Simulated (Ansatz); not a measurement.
The system is Ir.

```xyz
2
Lattice="2.7514 0.0000 0.0000 -1.3757 2.3828 0.0000 0.0000 0.0000 4.4623" Properties=species:S:1:pos:R:3 pbc="T T T"
Ir    0.0000    1.5885    1.1156
Ir    1.3757    0.7943    3.3467
```

This isn't the form of Ir at room conditions, which is fcc.

Base run:

- Program: Ansatz 0.2.0
- Functional: LDA
- Potentials or basis: all-electron LAPW, relativistic spinors
- Cutoff: 277 eV (chosen from the basis error)
- Basis error allowed: 0.001 eV/atom
- k mesh: 8 × 8 × 5
- Occupations: fermi-dirac, width 0.05 eV
- Spin: spin-orbit coupling, no magnetisation

Its results: pressure -16.4 GPa.

**Question.** The run is repeated on the same cell with these changes: potentials or basis from all-electron LAPW, relativistic spinors to all-electron LAPW, scalar-relativistic; spin from spin-orbit coupling, no magnetisation to no spin polarisation. What comes out?

**Answer.** Pressure -17.0 GPa.

Caveats: the k mesh is thin for a metal, which can move the energy by tens of meV per atom.
